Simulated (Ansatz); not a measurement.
Br under changes of volume

One of the cells (28.997 Å³/atom); the others are scaled copies at fixed shape and fractional positions:

```
Br
1.0
    -1.42349    1.42349    3.57752
     1.42349   -1.42349    3.57752
     1.42349    1.42349   -3.57752
Br
1
Direct
  0.00000 0.00000 0.00000
```

- Program: Ansatz 0.2.0
- Functional: revPBE-LDA
- Potentials or basis: all-electron LAPW, point nuclei
- Cutoff: 168 eV (chosen from the basis error)
- Basis error allowed: 0.002 eV/atom
- k mesh: 10 × 10 × 10
- Occupations: gaussian, width 0.025 eV
- Spin: non-collinear spin, ferromagnetic start
- Starting moments: [[0.0, 0.0, 0.5]] μB

```tsv
volume (Å³/atom)	energy over the lowest point (meV/atom)	pressure (GPa)
27.257	168.02	11.1
27.837	130.27	9.8
28.417	96.94	8.6
28.997	67.60	7.6
29.577	?	?
30.157	19.47	5.8
30.737	0.00	5.0
```

What does the run at 29.577 Å³/atom give?

Energy over the lowest point 41.90 meV/atom; pressure 6.6 GPa.

Worked out: A Birch-Murnaghan fit of order 3 (a polynomial in V^(-2/3)) to the other rows has no minimum within the range. It gives 41.90 meV/atom at 29.577 Å³/atom, against the run's 41.90, and -dE/dV = 6.6 GPa, against 6.6.

Energies are extrapolated to zero smearing.

Caveats: the k mesh is thin for a metal, which can move the energy by tens of meV per atom; the starting moments weren't kept.
